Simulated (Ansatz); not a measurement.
The system is Pb.

```xyz
2
Lattice="3.4800 0.0000 0.0000 -1.7400 3.0138 0.0000 0.0000 0.0000 5.5900" Properties=species:S:1:pos:R:3 pbc="T T T"
Pb    1.7400    1.0046    4.1925
Pb    0.0000    2.0092    1.3975
```

This isn't the form of Pb at room conditions, which is fcc.

| Property | Result |
| --- | --- |
| Program | Ansatz 0.2.0 |
| Task | relaxation of cell and atoms |
| Functional | HF |
| Potentials or basis | Ansatz PAW |
| Cutoff | 420 eV (not typed: the program's choice for these potentials) |
| k mesh | 5 × 5 × 3 |
| Occupations | fermi-dirac, width 0.05 eV |
| Spin | no spin polarisation |

At the start: volume 29.31 Å³/atom.

Question: Where does the relaxation end?

Answer: It ends after 5 steps and the volume is 34.80 Å³/atom (+18.7 %); space group P6_3/mmc (No. 194, to 0.05 Å).

Step by step:
```
step  energy change (eV)  largest force (eV/Å)  volume (Å³)
   1              0.0000                0.0000        58.63
   2             -0.2531                0.0000        67.55
   3             -0.2597                0.0000        69.09
   4             -0.2601                0.0000        69.60
   5             -0.2622                0.0000        69.60
```

Final structure:
```cif
data_structure
_symmetry_space_group_name_H-M 'P 1'
_symmetry_Int_Tables_number 1
_cell_length_a 3.6925
_cell_length_b 3.6925
_cell_length_c 5.8941
_cell_angle_alpha 90.000
_cell_angle_beta 90.000
_cell_angle_gamma 120.000
_cell_volume 69.60
loop_
_atom_site_label
_atom_site_type_symbol
_atom_site_fract_x
_atom_site_fract_y
_atom_site_fract_z
_atom_site_occupancy
Pb1 Pb 0.66667 0.33333 0.75000 1
Pb2 Pb 0.33333 0.66667 0.25000 1
```

Caveat: the k mesh is coarse (spacing up to 0.42 Å⁻¹), so the values aren't converged, least of all with exact exchange; the volume moved by over 15 % at a fixed basis, so the end points are rough; the plane-wave basis is chosen anew once the cell has moved, so the energies of steps on either side of that aren't comparable; the volume moved by +19 % from the deposited cell, more than functionals usually miss; the PAW data sets come from PBE, with cores solved anew for the run's functional, which leaves a small shift of forces and pressure.
